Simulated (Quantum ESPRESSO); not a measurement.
# BeS (F-43m) in Quantum ESPRESSO: further runs

The runs below take BeS through energy-loss spectrum, Berry-phase polarisation, phonons and Raman activities, with PBE, BLYP, AM05.

All numbers are computed with Quantum ESPRESSO 7.5; they aren't measurements. Logs are shortened: lines on timing, memory, paths and dates and some standing lists are left out, and cuts for length are marked.

**1. The structure**

Symmetry: F-43m, No. 216, cubic system. The conventional cell has a = 4.850 Å, b = 4.850 Å, c = 4.850 Å, α = 90.00°, β = 90.00°, γ = 90.00°. S (site symmetry -43m) has 4 Be at 2.10 Å as nearest neighbours. Be (site symmetry -43m) has 4 S at 2.10 Å as nearest neighbours.

**2. Energy-loss spectrum, PBE**

File pw.in:

```
&CONTROL
  calculation = 'scf'
  prefix = 'pwscf'
  outdir = './tmp'
  pseudo_dir = './pseudo'
  tprnfor = .true.
  tstress = .true.
  disk_io = 'low'
/
&SYSTEM
  ibrav = 0
  nat = 2
  ntyp = 2
  ecutwfc = 70
  nbnd = 10
  occupations = 'smearing'
  smearing = 'fd'
  degauss = 0.00367493
/
&ELECTRONS
  conv_thr = 4d-10
  electron_maxstep = 120
  mixing_beta = 0.5
/
ATOMIC_SPECIES
S     32.0600 S_ONCV_PBE-1.2.upf
Be     9.0122 Be_ONCV_PBE-1.2.upf
CELL_PARAMETERS angstrom
   0.0000000000    2.4250000000    2.4250000000
   2.4250000000    0.0000000000    2.4250000000
   2.4250000000    2.4250000000    0.0000000000
ATOMIC_POSITIONS angstrom
S      3.6375000000    3.6375000000    3.6375000000
Be     0.0000000000    0.0000000000    0.0000000000
K_POINTS automatic
4 4 4 1 1 1
```

File scf2.in:

```
&CONTROL
  calculation = 'scf'
  prefix = 'pwscf'
  outdir = './tmp'
  pseudo_dir = './pseudo'
  tprnfor = .true.
  tstress = .true.
  disk_io = 'low'
/
&SYSTEM
  ibrav = 0
  nat = 2
  ntyp = 2
  ecutwfc = 70
  nbnd = 10
  occupations = 'fixed'
/
&ELECTRONS
  conv_thr = 1d-11
  electron_maxstep = 120
  mixing_beta = 0.5
  startingpot = 'file'
  startingwfc = 'file'
/
ATOMIC_SPECIES
S     32.0600 S_ONCV_PBE-1.2.upf
Be     9.0122 Be_ONCV_PBE-1.2.upf
CELL_PARAMETERS angstrom
   0.0000000000    2.4250000000    2.4250000000
   2.4250000000    0.0000000000    2.4250000000
   2.4250000000    2.4250000000    0.0000000000
ATOMIC_POSITIONS angstrom
S      3.6375000000    3.6375000000    3.6375000000
Be     0.0000000000    0.0000000000    0.0000000000
K_POINTS automatic
4 4 4 1 1 1
```

File eels.in:

```
&LR_INPUT
  prefix = 'pwscf'
  outdir = './tmp'
  restart_step = 5000
  restart = .false.
/
&LR_CONTROL
  calculator = 'lanczos'
  approximation = 'TDDFT'
  q1 = 0.2521019657
  q2 = 0.2521019657
  q3 = 0.2521019657
  itermax = 300
/
```

File spectrum.in:

```
&LR_INPUT
  prefix = 'pwscf'
  outdir = './tmp'
  eels = .true.
  itermax0 = 300
  itermax = 20000
  extrapolation = 'osc'
  epsil = 0.03
  units = 1
  start = 0
  end = 40
  increment = 0.2
/
```

File spectrum_short.in:

```
&LR_INPUT
  prefix = 'pwscf'
  outdir = './tmp'
  eels = .true.
  itermax0 = 200
  itermax = 20000
  extrapolation = 'osc'
  epsil = 0.03
  units = 1
  start = 0
  end = 40
  increment = 0.2
/
```

Potentials or basis: SG15 PBE 1.2.

Launch:

```console
> OMP_NUM_THREADS=1 pw.x -in pw.in > pw.out
> OMP_NUM_THREADS=1 pw.x -in scf2.in > scf2.out
> OMP_NUM_THREADS=1 turbo_eels.x -in eels.in > eels.out
> OMP_NUM_THREADS=1 turbo_spectrum.x -in spectrum.in > spectrum.out
> OMP_NUM_THREADS=1 turbo_spectrum.x -in spectrum_short.in > spectrum_short.out
```

pw.out:

```text
This program is part of the open-source Quantum ESPRESSO suite
     for quantum simulation of materials; please cite
[... 9 lines left out ...]
     --------------------
     sticks:   dense  smooth     PW     G-vecs:    dense   smooth      PW
     Sum         817     817    253                15185    15185    2637

     Using Slab Decomposition

     bravais-lattice index     =            0
     lattice parameter (alat)  =       6.4808  a.u.
     unit-cell volume          =     192.4695 (a.u.)^3
     number of atoms/cell      =            2
     number of atomic types    =            2
     number of electrons       =        10.00
     number of Kohn-Sham states=           10
     kinetic-energy cutoff     =      70.0000  Ry
     charge density cutoff     =     280.0000  Ry
     scf convergence threshold =      4.0E-10
     mixing beta               =       0.5000
     number of iterations used =            8  plain     mixing
     Exchange-correlation= PBE
                           (   1   4   3   4   0   0   0)

     celldm(1)=   6.480755  celldm(2)=   0.000000  celldm(3)=   0.000000
     celldm(4)=   0.000000  celldm(5)=   0.000000  celldm(6)=   0.000000

     crystal axes: (cart. coord. in units of alat)
               a(1) = (   0.000000   0.707107   0.707107 )
               a(2) = (   0.707107   0.000000   0.707107 )
               a(3) = (   0.707107   0.707107   0.000000 )

     reciprocal axes: (cart. coord. in units 2 pi/alat)
               b(1) = ( -0.707107  0.707107  0.707107 )
               b(2) = (  0.707107 -0.707107  0.707107 )
               b(3) = (  0.707107  0.707107 -0.707107 )

     PseudoPot. # 1 for S  read from file:
     S_ONCV_PBE-1.2.upf
     Pseudo is Norm-conserving, Zval =  6.0
     Generated using ONCVPSP code by D. R. Hamann
     Using radial grid of  602 points,  4 beta functions with:
                l(1) =   0
                l(2) =   0
                l(3) =   1
                l(4) =   1

     PseudoPot. # 2 for Be read from file:
     Be_ONCV_PBE-1.2.upf
     Pseudo is Norm-conserving, Zval =  4.0
     Generated using ONCVPSP code by D. R. Hamann
     Using radial grid of  602 points,  4 beta functions with:
                l(1) =   0
                l(2) =   0
                l(3) =   1
                l(4) =   1

     atomic species   valence    mass     pseudopotential
     S                 6.00    32.06000     S ( 1.00)
     Be                4.00     9.01220     Be( 1.00)

     24 Sym. Ops. (no inversion) found

   Cartesian axes

     site n.     atom                  positions (alat units)
         1        S      tau(   1) = (   1.0606602   1.0606602   1.0606602  )
         2        Be     tau(   2) = (   0.0000000   0.0000000   0.0000000  )

     number of k points=    10  Fermi-Dirac smearing, width (Ry)=  0.0037
                       cart. coord. in units 2pi/alat
        k(    1) = (   0.0883883   0.0883883   0.0883883), wk =   0.0625000
        k(    2) = (   0.2651650   0.2651650  -0.0883883), wk =   0.1875000
        k(    3) = (  -0.2651650  -0.2651650   0.4419417), wk =   0.1875000
        k(    4) = (  -0.0883883  -0.0883883   0.2651650), wk =   0.1875000
        k(    5) = (   0.4419417   0.0883883   0.0883883), wk =   0.1875000
        k(    6) = (  -0.0883883  -0.4419417   0.6187184), wk =   0.3750000
        k(    7) = (   0.0883883  -0.2651650   0.4419417), wk =   0.3750000
        k(    8) = (  -0.6187184   0.0883883   0.0883883), wk =   0.1875000
        k(    9) = (   0.2651650   0.2651650   0.2651650), wk =   0.0625000
        k(   10) = (  -0.2651650  -0.2651650   0.7954951), wk =   0.1875000

     Dense  grid:    15185 G-vectors     FFT dimensions: (  36,  36,  36)

     Initial potential from superposition of free atoms

     starting charge       9.9648, renormalised to      10.0000
     Starting wfcs are random

     Self-consistent Calculation

     iteration #  1     ecut=    70.00 Ry     beta= 0.50
     Davidson diagonalization with overlap
     ethr =  1.00E-02,  avg # of iterations =  8.0

     Threshold (ethr) on eigenvalues was too large:
     Diagonalizing with lowered threshold

     Davidson diagonalization with overlap
     ethr =  4.18E-04,  avg # of iterations =  1.9

     total energy              =     -47.21667807 Ry
     estimated scf accuracy    <       0.04287665 Ry

     iteration #  2     ecut=    70.00 Ry     beta= 0.50
     Davidson diagonalization with overlap
     ethr =  4.29E-04,  avg # of iterations =  1.0

     total energy              =     -47.21802375 Ry
     estimated scf accuracy    <       0.00643787 Ry

     iteration #  3     ecut=    70.00 Ry     beta= 0.50
     Davidson diagonalization with overlap
     ethr =  6.44E-05,  avg # of iterations =  1.6

     total energy              =     -47.21838363 Ry
     estimated scf accuracy    <       0.00025161 Ry

     iteration #  4     ecut=    70.00 Ry     beta= 0.50
     Davidson diagonalization with overlap
     ethr =  2.52E-06,  avg # of iterations =  6.1

     total energy              =     -47.21841535 Ry
     estimated scf accuracy    <       0.00001450 Ry

     iteration #  5     ecut=    70.00 Ry     beta= 0.50
     Davidson diagonalization with overlap
     ethr =  1.45E-07,  avg # of iterations =  2.0

     total energy              =     -47.21841757 Ry
     estimated scf accuracy    <       0.00000011 Ry

     iteration #  6     ecut=    70.00 Ry     beta= 0.50
     Davidson diagonalization with overlap
     ethr =  1.07E-09,  avg # of iterations =  3.9

     total energy              =     -47.21841767 Ry
     estimated scf accuracy    <       0.00000001 Ry

     iteration #  7     ecut=    70.00 Ry     beta= 0.50
     Davidson diagonalization with overlap
     ethr =  1.39E-10,  avg # of iterations =  1.9

     End of self-consistent calculation

          k = 0.0884 0.0884 0.0884 (  1898 PWs)   bands (ev):

   -93.4912  -7.8862   4.4276   5.4287   5.4287  11.2566  11.6855  11.6855
    12.8040  17.7777

          k = 0.2652 0.2652-0.0884 (  1904 PWs)   bands (ev):

   -93.4911  -7.0616   1.7183   3.8666   4.9965  11.8034  12.4595  12.6362
    14.8721  16.6389

          k =-0.2652-0.2652 0.4419 (  1912 PWs)   bands (ev):

   -93.4911  -6.3943   0.1008   3.8970   4.2797  11.3250  12.4865  12.9837
    16.2986  19.0892

          k =-0.0884-0.0884 0.2652 (  1922 PWs)   bands (ev):

   -93.4911  -7.4425   2.9845   4.5678   4.7740  10.9647  12.5256  13.0817
    13.6448  16.6040

          k = 0.4419 0.0884 0.0884 (  1910 PWs)   bands (ev):

   -93.4911  -6.6913   1.7056   3.4575   3.6751  10.1299  12.0858  14.8317
    15.0787  18.8169

          k =-0.0884-0.4419 0.6187 (  1899 PWs)   bands (ev):

   -93.4911  -5.9714   0.9728   1.9858   3.0275  11.0163  13.2720  14.4626
    16.5171  17.9299

          k = 0.0884-0.2652 0.4419 (  1900 PWs)   bands (ev):

   -93.4911  -6.4566   0.9297   2.9473   4.0348  11.6590  12.4829  14.1344
    14.9435  18.2818

          k =-0.6187 0.0884 0.0884 (  1893 PWs)   bands (ev):

   -93.4911  -6.0156   0.8627   2.5528   3.1653   9.3990  11.3060  17.1684
    17.2639  20.1700

          k = 0.2652 0.2652 0.2652 (  1907 PWs)   bands (ev):

   -93.4911  -6.7801   0.5629   4.7089   4.7089  11.1603  12.3001  12.3001
    16.4207  18.8786

          k =-0.2652-0.2652 0.7955 (  1892 PWs)   bands (ev):

   -93.4911  -6.1514   0.6196   2.2521   3.9764  10.8375  14.3534  14.3799
    15.9546  17.4654

     the Fermi energy is     8.1289 ev

!    total energy              =     -47.21841768 Ry
     estimated scf accuracy    <          2.4E-10 Ry
     smearing contrib. (-TS)   =      -0.00000000 Ry
     internal energy E=F+TS    =     -47.21841768 Ry

     The total energy is F=E-TS. E is the sum of the following terms:
     one-electron contribution =     -14.38039691 Ry
     hartree contribution      =       6.13072635 Ry
     xc contribution           =      -8.75591932 Ry
     ewald contribution        =     -30.21282779 Ry

     convergence has been achieved in   7 iterations

     Forces acting on atoms (cartesian axes, Ry/au):

     atom    1 type  1   force =    -0.00000000    0.00000000    0.00000000
     atom    2 type  2   force =     0.00000000   -0.00000000   -0.00000000

     Total force =     0.000000     Total SCF correction =     0.000000

     Computing stress (Cartesian axis) and pressure

          total   stress  (Ry/bohr**3)                   (kbar)     P=       15.84
   0.00010765   0.00000000   0.00000000           15.84        0.00        0.00
   0.00000000   0.00010765   0.00000000            0.00       15.84        0.00
   0.00000000   0.00000000   0.00010765            0.00        0.00       15.84

=------------------------------------------------------------------------------=
   JOB DONE.
=------------------------------------------------------------------------------=
```

Run time: 2.4 min. Hardware: 1 thread of Arm Neoverse V2, shared host; peak memory 0.23 GiB.

Results:

```yaml
Free_energy: -642.4393 eV
Pressure: 1.6 GPa
Peak_of_the_energy-loss_function: 22.8 eV
```

Levels at points of the mesh, in eV from the valence-band top:
| k point | band 3 | band 4 | band 5 | band 6 | band 7 | band 8 |
| --- | --- | --- | --- | --- | --- | --- |
| (0.12, 0.12, 0.12) | -1.00 | 0.00 | 0.00 | 5.83 | 6.26 | 6.26 |

Energy-loss function at q = [0.46188, 0.46188, 0.46188] (Å⁻¹, cartesian):
```tsv
energy (eV)	loss
0.0	0.000
1.8	0.003
3.4	0.006
5.2	0.011
7.0	0.022
8.6	0.085
10.4	0.179
12.2	0.293
13.8	0.429
15.6	0.639
17.4	0.922
19.0	1.238
20.8	1.671
22.4	1.996
24.2	1.809
26.0	1.210
27.6	0.814
29.4	0.554
31.2	0.385
32.8	0.265
34.6	0.165
36.4	0.104
38.0	0.072
39.8	0.053
```

Caveat: the k mesh is coarse (spacing up to 0.56 Å⁻¹), so the values aren't converged.

[end of part 1 of 3]
